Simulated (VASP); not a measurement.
SrO: band structure with LDA

Crystal: SrO.

```
CELL_PARAMETERS angstrom
0.00000 2.53780 2.53780
2.53780 0.00000 2.53780
2.53780 2.53780 0.00000
ATOMIC_POSITIONS crystal
Sr 0.00000 0.00000 0.00000
O 0.50000 0.50000 0.50000
```

The cell was built by a generator and needn't be a form met in nature.

| Quantity | Value |
| --- | --- |
| Program | VASP 6.6.1 |
| Task | band structure |
| Functional | LDA |
| Potentials or basis | VASP PAW LDA potentials, release 64 (Sr_sv, O) |
| Cutoff | 520 eV |
| k mesh | 10 × 10 × 10 |
| Occupations | gaussian, width 0.02 eV |
| Spin | no spin polarisation |
| Further INCAR settings | ALGO = Normal; EDIFF = 1e-07; NBANDS = 15 |

The band gap on the k mesh is 3.07 eV, indirect (least direct gap 3.12 eV) and the band gap along the path is 3.07 eV, indirect (least direct gap 3.12 eV).

Levels at the corners of the path, in eV from the valence-band top:
| point | band 4 | band 5 | band 6 | band 7 | band 8 | band 9 | band 10 | band 11 | band 12 | band 13 |
| --- | --- | --- | --- | --- | --- | --- | --- | --- | --- | --- |
| Γ | -13.64 | -13.64 | 0.00 | 0.00 | 0.00 | 4.08 | 6.18 | 6.18 | 6.18 | 8.50 |
| X | -14.07 | -14.07 | -0.35 | -0.05 | -0.05 | 3.07 | 8.06 | 10.44 | 10.52 | 11.47 |
| X | -14.07 | -14.07 | -0.35 | -0.05 | -0.05 | 3.07 | 8.06 | 10.44 | 10.52 | 11.47 |
| W | -14.44 | -12.99 | -1.21 | -0.40 | -0.40 | 6.00 | 6.00 | 8.91 | 11.48 | 11.71 |
| W | -14.44 | -12.99 | -1.21 | -0.40 | -0.40 | 6.00 | 6.00 | 8.91 | 11.48 | 11.71 |
| K | -13.95 | -13.21 | -1.00 | -0.60 | -0.42 | 4.69 | 8.00 | 9.04 | 10.42 | 11.33 |
| K | -13.95 | -13.21 | -1.00 | -0.60 | -0.42 | 4.69 | 8.00 | 9.04 | 10.42 | 11.33 |
| Γ | -13.64 | -13.64 | 0.00 | 0.00 | 0.00 | 4.08 | 6.18 | 6.18 | 6.18 | 8.50 |
| Γ | -13.64 | -13.64 | 0.00 | 0.00 | 0.00 | 4.08 | 6.18 | 6.18 | 6.18 | 8.50 |
| L | -13.73 | -12.32 | -2.32 | -1.24 | -1.24 | 6.61 | 8.58 | 9.03 | 9.03 | 12.34 |
| L | -13.73 | -12.32 | -2.32 | -1.24 | -1.24 | 6.61 | 8.58 | 9.03 | 9.03 | 12.34 |
| U | -13.95 | -13.21 | -1.00 | -0.60 | -0.42 | 4.69 | 8.00 | 9.04 | 10.42 | 11.33 |
| U | -13.95 | -13.21 | -1.00 | -0.60 | -0.42 | 4.69 | 8.00 | 9.04 | 10.42 | 11.33 |
| W | -14.44 | -12.99 | -1.21 | -0.40 | -0.40 | 6.00 | 6.00 | 8.91 | 11.48 | 11.71 |
| W | -14.44 | -12.99 | -1.21 | -0.40 | -0.40 | 6.00 | 6.00 | 8.91 | 11.48 | 11.71 |
| L | -13.73 | -12.32 | -2.32 | -1.24 | -1.24 | 6.61 | 8.58 | 9.03 | 9.03 | 12.34 |
| L | -13.73 | -12.32 | -2.32 | -1.24 | -1.24 | 6.61 | 8.58 | 9.03 | 9.03 | 12.34 |
| K | -13.95 | -13.21 | -1.00 | -0.60 | -0.42 | 4.69 | 8.00 | 9.04 | 10.42 | 11.33 |
| U | -13.95 | -13.21 | -1.00 | -0.60 | -0.42 | 4.69 | 8.00 | 9.04 | 10.42 | 11.33 |
| X | -14.07 | -14.07 | -0.35 | -0.05 | -0.05 | 3.07 | 8.06 | 10.44 | 10.52 | 11.47 |

Wall time 34 s on 1 thread of Intel(R) Xeon(R) Platinum 8488C (Sapphire Rapids) (shared host), peak memory 0.17 GiB.

Caveat: the log is that of the step along the path at fixed density, whose energy, stress, charges and moments have no meaning. LDA gaps usually lie below the measured ones, often by a third to a half.
